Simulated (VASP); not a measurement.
A run of VASP 6.6.1:

The input INCAR:

```
ALGO = Fast ; EDIFF = 1E-8
ENCUT = 520 ; GGA = PE
ISIF = 2 ; ISMEAR = 0
LASPH = T ; LCHARG = F
LEPSILON = T ; LREAL = F
LWAVE = F ; NELM = 100
PREC = Accurate ; SIGMA = 0.02
```

The input KPOINTS:

```
k-points
0
Gamma
  12 12 12
```

File POSCAR:

```
BN
1.0
    0.0000000000      3.4953158300      2.1660912400
    1.2516321000      0.0000000000      2.1660912400
    1.2516321000      3.4953158300      0.0000000000
N B
1 1
Direct
    0.6666513400      0.6666513400      0.3333486600
    0.0000486500      0.0000486500      0.9999513500
```

Potentials or basis: VASP PAW PBE potentials, release 64 (N, B).

The run is started by

```console
$ cat potpaw_PBE.64/N/POTCAR potpaw_PBE.64/B/POTCAR > POTCAR
$ mpirun -np 1 vasp_std > vasp.out
```

Hardware: 1 thread of AMD EPYC 7571, on a shared host.

Q: Estimate the wall time of this run.

A: Wall time 14 min on 1 thread of AMD EPYC 7571, with other jobs on the host, peak memory 0.34 GiB. Counts: scf iterations 94, k points 280.
